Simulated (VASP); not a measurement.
# GaN in VASP: further runs, part 2 of 2

VASP 6.6.1.

## (3) Work function, PBEsol

This run uses another cell than the first one, of 27.87 Å³/atom, 1.547 times its volume.

Contents of INCAR:

```
  ALGO = Normal
  DIPOL = 0.5 0.5 0.500
  EDIFF = 1E-6
  ENCUT = 520
  GGA = PS
  IDIPOL = 3
  ISIF = 2
  ISMEAR = 0
  KPAR = 8
  LASPH = T
  LCHARG = T
  LDIPOL = T
  LREAL = F
  LVACPOTAV = T
  LVHAR = T
  LWAVE = F
  NELM = 80
  PREC = Accurate
  SIGMA = 0.05
```

Contents of KPOINTS:

```
k-points
0
Gamma
  8 6 1
```

Contents of POSCAR:

```
GaN
1.0
    3.1800000000      0.0000000000      0.0000000000
    0.0000000000      5.1660000000      0.0000000000
    0.0000000000      0.0000000000     33.9338300624
Ga N
10 10
Direct
    0.0000000000      0.0000000000      0.3241602843
    0.4999999999      0.5000000000      0.3512125482
    0.5000000000      0.0000000000      0.4053170761
    0.9999999999      0.5000000000      0.4323693401
    0.0000000000      0.0000000000      0.4864738680
    0.4999999999      0.5000000000      0.5135261320
    0.5000000000      0.0000000000      0.5676306599
    0.9999999999      0.5000000000      0.5946829239
    1.0000000000      0.0000000000      0.6487874518
    0.4999999999      0.5000000000      0.6758397157
    0.0000000000      0.3750000000      0.3241602843
    0.4999999999      0.8750000000      0.3512125482
    0.5000000000      0.3750000000      0.4053170761
    0.9999999999      0.8750000000      0.4323693401
    0.0000000000      0.3750000000      0.4864738680
    0.4999999999      0.8750000000      0.5135261320
    0.5000000000      0.3750000000      0.5676306599
    0.9999999999      0.8750000000      0.5946829239
    1.0000000000      0.3750000000      0.6487874518
    0.4999999999      0.8750000000      0.6758397157
```

Potentials or basis: VASP PAW PBE potentials, release 64 (Ga_d, N).

On the command line:

```console
$ cat potpaw_PBE.64/Ga_d/POTCAR potpaw_PBE.64/N/POTCAR > POTCAR
$ mpirun -np 8 vasp_std > vasp.out
```

OUTCAR:

```text
EDIFF = 1E-6
   ENCUT = 520
   GGA = PS
   ISIF = 2
   ISMEAR = 0
   LASPH = T
   LREAL = F
   NELM = 80
   PREC = Accurate

 ion  position               nearest neighbor table
   1  0.000  0.000  0.324-  11 1.94  12 1.95  12 1.95
   2  0.500  0.500  0.351-  12 1.94  11 1.95  11 1.95  13 1.95
   3  0.500  0.000  0.405-  13 1.94  12 1.95  14 1.95  14 1.95
   4  1.000  0.500  0.432-  14 1.94  15 1.95  13 1.95  13 1.95
   5  0.000  0.000  0.486-  15 1.94  14 1.95  16 1.95  16 1.95
   6  0.500  0.500  0.514-  16 1.94  17 1.95  15 1.95  15 1.95
   7  0.500  0.000  0.568-  17 1.94  16 1.95  18 1.95  18 1.95
   8  1.000  0.500  0.595-  18 1.94  19 1.95  17 1.95  17 1.95
   9  0.000  0.000  0.649-  19 1.94  20 1.95  20 1.95  18 1.95
  10  0.500  0.500  0.676-  20 1.94  19 1.95  19 1.95
  11  0.000  0.375  0.324-   1 1.94   2 1.95   2 1.95
  12  0.500  0.875  0.351-   2 1.94   1 1.95   1 1.95   3 1.95
  13  0.500  0.375  0.405-   3 1.94   2 1.95   4 1.95   4 1.95
  14  1.000  0.875  0.432-   4 1.94   5 1.95   3 1.95   3 1.95
  15  0.000  0.375  0.486-   5 1.94   4 1.95   6 1.95   6 1.95
  16  0.500  0.875  0.514-   6 1.94   7 1.95   5 1.95   5 1.95
  17  0.500  0.375  0.568-   7 1.94   6 1.95   8 1.95   8 1.95
  18  1.000  0.875  0.595-   8 1.94   9 1.95   7 1.95   7 1.95
  19  0.000  0.375  0.649-   9 1.94  10 1.95  10 1.95   8 1.95
[... 2330 lines left out ...]
    101       4.6913      0.00000
    102       4.6913      0.00000
 [bands above 102 left out]

------------------------ aborting loop because EDIFF is reached ----------------------------------------

  FORCE on cell =-STRESS in cart. coord.  units (eV):
  Direction    XX          YY          ZZ          XY          YZ          ZX
  --------------------------------------------------------------------------------------
  -------------------------------------------------------------------------------------
  Total       -1.1022194     -5.3900897     -1.5616913      0.0000000      0.0000000      0.0000000
  in kB       -3.1678472    -15.4914538     -4.4883982      0.0000000      0.0000000      0.0000000
  external PRESSURE =      -7.7158997 kB  Pullay stress =       0.0000000 kB

 VOLUME and BASIS-vectors are now :
 -----------------------------------------------------------------------------
  energy-cutoff  :      520.00
  volume of cell :      557.46
      direct lattice vectors                 reciprocal lattice vectors
     3.180000000  0.000000000  0.000000000     0.314465409  0.000000000  0.000000000
     0.000000000  5.166000000  0.000000000     0.000000000  0.193573364  0.000000000
     0.000000000  0.000000000 33.933830062     0.000000000  0.000000000  0.029469117

 POSITION                                       TOTAL-FORCE (eV/Angst)
 -----------------------------------------------------------------------------------
      0.00000      0.00000     11.00000         0.000000      1.986857      1.550257
      1.59000      2.58300     11.91799         0.000000     -1.319209     -1.504490
      1.59000      0.00000     13.75396         0.000000      0.382136      0.234280
      3.18000      2.58300     14.67195         0.000000     -0.338531     -0.155823
      0.00000      0.00000     16.50792         0.000000     -0.088644      0.078978
      1.59000      2.58300     17.42591         0.000000     -0.088644     -0.078978
[... 12 lines left out ...]
      0.00000      1.93725     22.01584         0.000000     -0.385461      1.059719
      1.59000      4.52025     22.93383         0.000000     -0.633163     -0.422055
 -----------------------------------------------------------------------------------
    total drift:                                0.000001     -0.000503     -0.000001

  FREE ENERGIE OF THE ION-ELECTRON SYSTEM (eV)
  ---------------------------------------------------
  free  energy   TOTEN  =      -126.6392947873 eV

  energy  without entropy=     -126.6392947873  energy(sigma->0) =     -126.63929479

 vacuum level on the upper side and lower side of the slab         4.402         4.402
```

stdout:

```text
POSCAR found type information on POSCAR GaN
 POSCAR found :  2 types and      20 ions
 scaLAPACK will be used
 -----------------------------------------------------------------------------
|                                                                             |
[... 53 lines left out ...]
|     field-free region was found. Please increase the size of  your cell     |
|     in the dimension of the dipole correction to obtain accurate            |
|     workfunction values.                                                    |
|                                                                             |
 -----------------------------------------------------------------------------
```

It took 7.8 min on 8 MPI ranks of Intel Xeon Platinum 8559C (Emerald Rapids), shared host; peak memory 1.1 GiB.

What came out:

* Free energy: -126.6393 eV
* Largest force: 2.520 eV/Å
* Band gap on the k mesh: 0.61 eV, direct
* Ionisation potential of the upper face: 5.14 eV

Forces on the atoms (eV/Å):
```
Ga   0.000  1.987  1.550
Ga   0.000 -1.319 -1.504
Ga   0.000  0.382  0.234
Ga   0.000 -0.339 -0.156
Ga   0.000 -0.089  0.079
Ga   0.000 -0.089 -0.079
Ga   0.000 -0.339  0.156
Ga   0.000  0.382 -0.234
Ga   0.000 -1.319  1.504
Ga   0.000  1.987 -1.550
N    0.000 -0.633  0.422
N    0.000 -0.385 -1.060
N    0.000  0.165  0.590
N    0.000  0.102 -0.226
N    0.000  0.129  0.153
N    0.000  0.129 -0.153
N    0.000  0.102  0.226
N    0.000  0.165 -0.590
N    0.000 -0.385  1.060
N    0.000 -0.633 -0.422
```

Caveat: the PAW data sets were made with another functional, which shifts forces and pressure a little.
